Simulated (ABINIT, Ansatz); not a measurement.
# A GW chain in ABINIT: AgCl (Fm-3m), part 2 of 2

Aim: the G0W0 gap of AgCl (Fm-3m) on PBE, step by step.

ABINIT 10.8.3; PBE and many-body steps on it, plane waves. Known limits of the many-body steps: not at the basis limit; d shell near the gap, gap tends to lie low; no spin-orbit coupling; coarse k mesh.

So far. Step 2 (Ground state): The gap is indirect, with the least direct gap 2.32 eV higher. Step 3 (Bands along the symmetry lines): The gap is 0.913 eV, as in the run before at this level.

## Step 4: Empty states on the mesh, 4×4×4 mesh, 103 bands

Level of this step: DFT, PBE, plane waves, norm-conserving pseudopotentials (ABINIT).

The sums over transitions need many empty states on a uniform mesh; this step solves for them.

File run.abi:

```
acell 3*1.0 Angstrom
rprim 
  0.000000000000 2.772662996800 2.772662996800
  2.772662996800 0.000000000000 2.772662996800
  2.772662996800 2.772662996800 0.000000000000
ntypat 2
znucl 47 17
natom 2
typat 1 2
xred 
  0.000000000000 0.000000000000 0.000000000000
  0.500000000000 0.500000000000 0.500000000000
pp_dirpath "pseudos"
pseudos "Ag.upf, Cl.upf"
ecut 37
ngkpt 4 4 4
nshiftk 1
shiftk 0 0 0
kptopt 1
chksymbreak 0
irdden 1
istwfk *1
nband 103
prtvol 0
optdriver 6
gwr_task "HDIAGO"
paral_kgb 0
occopt 1
indata_prefix "in"
outdata_prefix "out"
tmpdata_prefix "tmp"
```

Started as:

```sh
> OMP_NUM_THREADS=1 mpirun -n 8 abinit run.abi > log
```

Numbers of over 12 decimals in the logs are rounded to 6 here.

Log:

```text
[banner, memory and clock lines left out]
.Version 10.8.3 of ABINIT. v10.8.2 released Aug 2026.

 Symmetries : space group Fm -3 m (#225); Bravais cF (face-center cubic)
[... echo of the input left out ...]
== DATASET  1 ==================================================================
-   mpi_nproc: 8, omp_nthreads: 1 (-1 if OMP is not activated)

--- !DatasetInfo
iteration_state: {dtset: 1, }
dimensions: {natom: 2, nkpt: 8, mband: 103, nsppol: 1, nspinor: 1, nspden: 1, mpw: 3119, }
cutoff_energies: {ecut:  37.0, pawecutdg:  -1.0, }
electrons: {nelect:   2.60000000E+01, charge:   0.00000000E+00, occopt:   1.00000000E+00, tsmear:   1.00000000E-02, }

.Using double precision arithmetic; gwpc =  8

- Reading GS density from: in_DEN

--- Pseudopotential description ------------------------------------------------
- Ag Generated using ONCVPSP code by D. R. Hamann
- 47.00000  19.00000  171031                  znucl, zion, pspdat
12 -101130 2 -1 1538                          pspcod,pspxc,lmax,lloc,mmax
     nproj     2     2     2
  pspatm : epsatm=   27.55768671
         --- l  ekb(1:nproj) -->
             0    9.557566   -0.414742
             1    3.443234   -0.133519
             2   -1.597169   -0.391124
 pspatm: atomic psp has been read  and splines computed

- Cl Generated using ONCVPSP code by D. R. Hamann
- 17.00000   7.00000  171031                  znucl, zion, pspdat
12 -101130 2 -1 1028                          pspcod,pspxc,lmax,lloc,mmax
     nproj     2     2     2
  pspatm : epsatm=    9.12776517
         --- l  ekb(1:nproj) -->
             0    8.139296    0.698720
             1    3.821713    1.107519
             2   -2.938609   -0.805455
 pspatm: atomic psp has been read  and splines computed

   9.53821749E+02                                ecore*ucvol(ha*bohr**3)

 Total charge density [el/Bohr^3]
)     Maximum=    2.1539E+00  at reduced coord.    0.0667    0.9333    0.9333
)     Minimum=    2.8621E-03  at reduced coord.    0.2444    0.2444    0.2444
   Integrated=    2.6000E+01

 === KS gaps after direct diagonalization ===
 Indirect band gap semiconductor
 Fundamental gap:     0.913 (eV)
   VBM:     4.678 (eV) at k: [ 5.0000E-01,  0.0000E+00,  0.0000E+00]
   CBM:     5.591 (eV) at k: [ 0.0000E+00,  0.0000E+00,  0.0000E+00]
 Direct gap:         3.230 (eV) at k: [ 0.0000E+00,  0.0000E+00,  0.0000E+00]

== END DATASET(S) ==============================================================

 -outvars: echo values of variables after computation  --------
           etotal      0.0000000000E+00
            nband         103
             nkpt           8
          spgroup         225
 [... the other variables as echoed above ...]

 Calculation completed.
```

Wall time 22 s (8 MPI ranks of Arm Neoverse V2, shared host); peak memory 4.6 GiB.

This step gave:

```
gap                                                           : 0.9128 eV
k of the valence top                                          : 0.5, 0, 0
k of the conduction bottom                                    : 0, 0, 0
least direct gap                                              : 3.230 eV
k points computed                                             : 8
lowest point of the top converged band, above the valence top : 80.6275 eV
```

On this mesh the gap is 0.913 eV.

## Step 5: Screening, 4×4×4 mesh, 95 bands, screening to 149.7 eV

The RPA dielectric matrix is built and inverted for each q.

This step: RPA screening on PBE, plane waves, norm-conserving pseudopotentials.

run.abi, as its differences from that of step 4:

```diff
@@ -20,10 +20,11 @@
 chksymbreak 0
-irdden 1
 istwfk *1
-nband 103
-prtvol 0
-optdriver 6
-gwr_task "HDIAGO"
-paral_kgb 0
 occopt 1
+irdwfk 1
+optdriver 3
+nband 95
+ecuteps 5.5
+inclvkb 2
+awtr 1
+symchi 1
 indata_prefix "in"
```

Log:

```text
.Version 10.8.3 of ABINIT. v10.8.2 released Aug 2026.

 Symmetries : space group Fm -3 m (#225); Bravais cF (face-center cubic)
[... echo of the input left out ...]
== DATASET  1 ==================================================================
-   mpi_nproc: 8, omp_nthreads: 1 (-1 if OMP is not activated)

--- !DatasetInfo
iteration_state: {dtset: 1, }
dimensions: {natom: 2, nkpt: 8, mband: 95, nsppol: 1, nspinor: 1, nspden: 1, mpw: 3119, }
cutoff_energies: {ecut:  37.0, pawecutdg:  -1.0, }
electrons: {nelect:   2.60000000E+01, charge:   0.00000000E+00, occopt:   1.00000000E+00, tsmear:   1.00000000E-02, }

 SCREENING: Calculation of the susceptibility and dielectric matrices

 Based on a program developped by R.W. Godby, V. Olevano, G. Onida, and L. Reining.
 Incorporated in ABINIT by V. Olevano, G.-M. Rignanese, and M. Torrent.
.Using double precision arithmetic ; gwpc =  8

[... cell and pseudopotentials left out ...]
--------------------------------------------------------------------------------

 ==== K-mesh for the wavefunctions ====
 Number of points in the irreducible wedge :     8
[... list of points left out ...]
 Together with 48 symmetry operations and time-reversal symmetry
 yields    64 points in the full Brillouin Zone.

 ==== Q-mesh for the screening function ====
 Number of points in the irreducible wedge :     8
[... list of points left out ...]
 Together with 48 symmetry operations and time-reversal symmetry
 yields    64 points in the full Brillouin Zone.

 setmesh: FFT mesh size selected  =    27x   27x   27
          total number of points  =        19683

 vcoul_init : cutoff-mode = AUXILIARY_FUNCTION
 q-points for optical limit:   1
     1)      0.000010    0.000020    0.000030

- screening: taking advantage of time-reversal symmetry
- Maximum band index for partially occupied states nbvw = 13
- Remaining bands to be divided among processors   nbcw = 82
- Number of bands treated by each node ~10

 Number of electrons calculated from density =   26.0000; Expected =   26.0000
 average of density, n =  0.090376
 r_s =    1.3824
 omega_plasma =   28.9990 [eV]

 calculating chi0 at frequencies [eV] :
  1    0.000000E+00    0.000000E+00
  2    0.000000E+00    2.899902E+01

--------------------------------------------------------------------------------
  q-point number  1        q = ( 0.000000, 0.000000, 0.000000) [r.l.u.]
--------------------------------------------------------------------------------
[... chi0 elements left out ...]
 For q-point:  0.000010 0.000020 0.000030
  dielectric constant =   5.2841
  dielectric constant without local fields =   5.7359

  Average fulfillment of the sum rule on Im[epsilon] for q-point    1 :     62.26  [%]
[... wings left out ...]
  q-point number  2        q = ( 0.250000, 0.000000, 0.000000) [r.l.u.]
--------------------------------------------------------------------------------
[... chi0 elements left out ...]
  Average fulfillment of the sum rule on Im[epsilon] for q-point    2 :     75.77  [%]

 [... 6 further q-points ...]
```

Run time: 9.8 s. Hardware: 8 MPI ranks; peak memory 1.2 GiB.

Numbers from this step:

- ε∞ with local fields, on this mesh, along the program's q direction: 5.284
- the same without local fields: 5.736
- plasma frequency: 29.00 eV
- plane waves in the screening matrix: 169

Local fields lower ε∞ by 8 %. On a Γ-centred mesh this coarse the value itself is usually too large, while a short band sum pulls it down.

## Step 6: Self-energy, 4×4×4 mesh, 95 bands, screening to 149.7 eV

The self-energy is evaluated for the states that the input lists, and the levels follow from it, in one-shot runs by the linearised quasiparticle equation.

This step: G0W0 on PBE, plane waves, norm-conserving pseudopotentials.

run.abi, as its differences from that of step 5:

```diff
@@ -23,8 +23,17 @@
 irdwfk 1
-optdriver 3
+optdriver 4
 nband 95
+gwcalctyp 0
+ecutsigx 37
+symsigma 1
+nkptgw 2
+kptgw 
+  0.5000000000 0.0000000000 0.0000000000
+  0.0000000000 0.0000000000 0.0000000000
+bdgw 
+  12 15
+  11 17
 ecuteps 5.5
-inclvkb 2
-awtr 1
-symchi 1
+irdscr 1
+ppmodel 1
 indata_prefix "in"
```

Log:

```text
.Version 10.8.3 of ABINIT. v10.8.2 released Aug 2026.

 Symmetries : space group Fm -3 m (#225); Bravais cF (face-center cubic)
[... echo of the input left out ...]
== DATASET  1 ==================================================================
-   mpi_nproc: 8, omp_nthreads: 1 (-1 if OMP is not activated)

--- !DatasetInfo
iteration_state: {dtset: 1, }
dimensions: {natom: 2, nkpt: 8, mband: 95, nsppol: 1, nspinor: 1, nspden: 1, mpw: 3119, }
cutoff_energies: {ecut:  37.0, pawecutdg:  -1.0, }
electrons: {nelect:   2.60000000E+01, charge:   0.00000000E+00, occopt:   1.00000000E+00, tsmear:   1.00000000E-02, }

 SIGMA: Calculation of the GW corrections

 Based on a program developped by R.W. Godby, V. Olevano, G. Onida, and L. Reining.
 Incorporated in ABINIT by V. Olevano, G.-M. Rignanese, and M. Torrent.
.Using double precision arithmetic ; gwpc =  8

[... cell and pseudopotentials left out ...]
--------------------------------------------------------------------------------

 ==== K-mesh for the wavefunctions ====
 Number of points in the irreducible wedge :     8
[... list of points left out ...]
 Together with 48 symmetry operations and time-reversal symmetry
 yields    64 points in the full Brillouin Zone.

 ==== Q-mesh for screening function ====
 Number of points in the irreducible wedge :     8
[... list of points left out ...]
 Together with 48 symmetry operations and time-reversal symmetry
 yields    64 points in the full Brillouin Zone.

 vcoul_init : cutoff-mode = AUXILIARY_FUNCTION
 q-points for optical limit:   1
     1)      0.000010    0.000020    0.000030
 setmesh: FFT mesh size selected  =    45x   45x   45
          total number of points  =        91125

 Number of electrons calculated from density =   26.0000; Expected =   26.0000
 average of density, n =  0.090376
 r_s =    1.3824
 omega_plasma =   28.9990 [eV]

 === KS Band Gaps ===
  >>>> For spin  1
   Minimum direct gap =   3.2296 [eV], located at k-point      :   0.0000  0.0000  0.0000
   Fundamental gap    =   0.9128 [eV], Top of valence bands at :   0.5000  0.0000  0.0000
                                       Bottom of conduction at :   0.0000  0.0000  0.0000
 SIGMA fundamental parameters:
 PLASMON POLE MODEL  1
 number of plane-waves for SigmaX                 3119
 number of plane-waves for SigmaC and W            169
 number of plane-waves for wavefunctions          3119
 number of bands                                    95
 number of independent spin polarizations            1
 number of spinorial components                      1
 number of k-points in IBZ                           8
 number of q-points in IBZ                           8
 number of symmetry operations                      48
 number of k-points in BZ                           64
 number of q-points in BZ                           64
 number of frequencies for dSigma/dE                 9
 frequency step for dSigma/dE [eV]                0.25
 number of omega for Sigma on real axis              0
 max omega for Sigma on real axis  [eV]           0.00
 zcut for avoiding poles [eV]                     0.10

 EPSILON^-1 parameters (SCR file):
 dimension of the eps^-1 matrix on file            169
 dimension of the eps^-1 matrix used               169
 number of plane-waves for wavefunctions          3119
 number of bands                                    95
 number of q-points in IBZ                           8
 number of frequencies                               2
 number of real frequencies                          1
 number of imag frequencies                          1

 matrix elements of self-energy operator (all in [eV])

 Perturbative Calculation

--- !SelfEnergy_ee
iteration_state: {dtset: 1, }
kpoint     : [   0.500,    0.000,    0.000, ]
spin       : 1
KS_gap     :    4.239
QP_gap     :    5.291
Delta_QP_KS:    1.052
data: !SigmaeeData |
     Band     E0 <VxcDFT>   SigX SigC(E0)      Z dSigC/dE  Sig(E)    E-E0       E
       12   4.678 -21.528 -26.456   3.908   0.799  -0.252 -22.343  -0.814   3.864
       13   4.678 -21.528 -26.456   3.908   0.799  -0.252 -22.343  -0.814   3.864
       14   8.917  -9.095  -4.868  -3.943   0.837  -0.194  -8.857   0.238   9.155
       15  11.220 -13.713  -7.715  -4.942   0.804  -0.243 -12.863   0.850  12.070

--- !SelfEnergy_ee
iteration_state: {dtset: 1, }
kpoint     : [   0.000,    0.000,    0.000, ]
spin       : 1
KS_gap     :    3.230
QP_gap     :    4.645
Delta_QP_KS:    1.416
data: !SigmaeeData |
     Band     E0 <VxcDFT>   SigX SigC(E0)      Z dSigC/dE  Sig(E)    E-E0       E
       11   2.361 -14.534 -18.755   2.906   0.792  -0.262 -15.576  -1.042   1.320
       12   2.361 -14.534 -18.755   2.906   0.792  -0.262 -15.576  -1.042   1.320
       13   2.361 -14.534 -18.755   2.906   0.792  -0.262 -15.576  -1.042   1.320
       14   5.591 -10.854  -6.572  -3.833   0.831  -0.204 -10.481   0.374   5.965
       15  15.379 -12.290  -6.936  -4.381   0.822  -0.217 -11.491   0.799  16.178
       16  15.379 -12.290  -6.936  -4.381   0.822  -0.217 -11.491   0.799  16.178
       17  15.379 -12.290  -6.936  -4.381   0.822  -0.217 -11.491   0.799  16.178

== END DATASET(S) ==============================================================
================================================================================

 -outvars: echo values of variables after computation  --------
           etotal      0.0000000000E+00
            nband          95
             nkpt           8
          spgroup         225
 [... the other variables as echoed above ...]

 Calculation completed.
```

Elapsed: 4 s, on 8 MPI ranks; peak memory 1.3 GiB; 31 s of CPU time.

Numbers from this step:

```yaml
g0w0_gap_on_the_points_computed: 2.101 eV
starting_gap_on_the_mesh: 0.9128 eV
k_of_the_valence_top: 0.5, 0, 0
k_of_the_conduction_bottom: 0, 0, 0
z_at_the_valence_top: 0.799
z_at_the_conduction_bottom: 0.831
least_direct_g0w0_gap_on_the_computed_points: 4.645 eV
```

The gap on the mesh goes from 0.91 eV to 2.10 eV, a correction of +1.19 eV.

Limits: finite bands, cutoff and mesh; d shell near the gap, gap tends to lie low; no spin-orbit coupling; coarse k mesh. v1 is the top filled band, c1 the lowest empty one. Levels before and after the correction, in eV, zero at the valence-band top of each column:

```tsv
	conduction bottom	valence top
Kohn-Sham	0.91	0.00
G0W0	2.10	0.00
```

```tsv
	level	energy (eV)
Kohn-Sham	(0.5 0 0) v2-v1	0.000
Kohn-Sham	(0.5 0 0) c1	4.239
Kohn-Sham	(0.5 0 0) c2	6.542
Kohn-Sham	Γ v3-v1	-2.317
Kohn-Sham	Γ c1	0.913
Kohn-Sham	Γ c2-c4	10.700
G0W0	(0.5 0 0) v2-v1	0.000
G0W0	(0.5 0 0) c1	5.291
G0W0	(0.5 0 0) c2	8.206
G0W0	Γ v3-v1	-2.544
G0W0	Γ c1	2.101
G0W0	Γ c2-c4	12.314
```

## Step 7: Where the time went

Times are wall times on 8 MPI ranks of Arm Neoverse V2, shared host, good to a factor of about two.

```tsv
step	time	share	memory (GiB)
ground state	6.1 s	12 %	0.65
bands along the symmetry lines	8.8 s	17 %	0.54
empty states on the mesh	22 s	43 %	4.6
screening	9.8 s	19 %	1.2
self-energy	4 s	8 %	1.3
```

## Step 8: Results

| Property | Result |
| --- | --- |
| PBE gap | 0.91 eV, indirect |
| G0W0 gap on the mesh | 2.10 eV |
| GW settings | 4×4×4 mesh, 95 bands, screening to 149.7 eV, Godby-Needs plasmon pole |
| known limits | not at the basis limit; d shell near the gap, gap tends to lie low; no spin-orbit coupling; coarse k mesh |

**Reading.** G0W0 moves the gap on the mesh from 0.91 eV to 2.10 eV (+1.19 eV), with Z of 0.80 and 0.83 at the edges. Local fields lower the RPA ε∞ on this mesh from 5.74 to 5.28; a Γ-centred mesh this coarse tends to raise both, most where the direct gap is narrow, while a short band sum lowers them. Only 2 of the mesh's irreducible points were corrected, so a valley elsewhere could overtake. The dearest step here is «empty states on the mesh». Bands and cutoff are finite, so the gap is not at the basis limit. The miss can reach some tenths of an eV and take either sign; the mesh is an error of its own. In the G0W0 run levels were corrected at 2 k points alone, so a gap called «on the mesh» is the least over those, and an edge elsewhere would be missed. The 4×4×4 mesh is coarse for this cell, which bears on the long-range parts of exchange and screening. A d shell, filled or nearly so, lies near the gap. One-shot GW converges very slowly in bands there, not always from below, and on a semilocal start the gap tends to come out low; starts rich in exact exchange can overshoot instead. The many-body steps are scalar-relativistic: spin-orbit coupling is not in them.

[Paths, hosts, dates, memory and timing lines, banners, echoed tables and standing remarks are left out of the program output.]

[Logs are printed without paths, hosts, clocks, repeated set-up lines and the standing remarks that a program may print on its own settings, such as how far it seeks lower states.]

[Runs of the session that timed out or met a known fault of the program may be left out.]

[Hosts, paths, dates, database ids (printed as entryN), source tags and the programs' standing remarks are cut or masked in the printed files.]

[G0W0 gaps are taken among the corrected bands and points alone; a level outside them can change the order at an edge.]

[Where Ansatz stands beside ABINIT at settings called matched, ABINIT's density can come from a denser mesh and the files from another edition; pairs whose starting gaps differed by over 0.03 eV were left out, so agreement reads better than it is.]
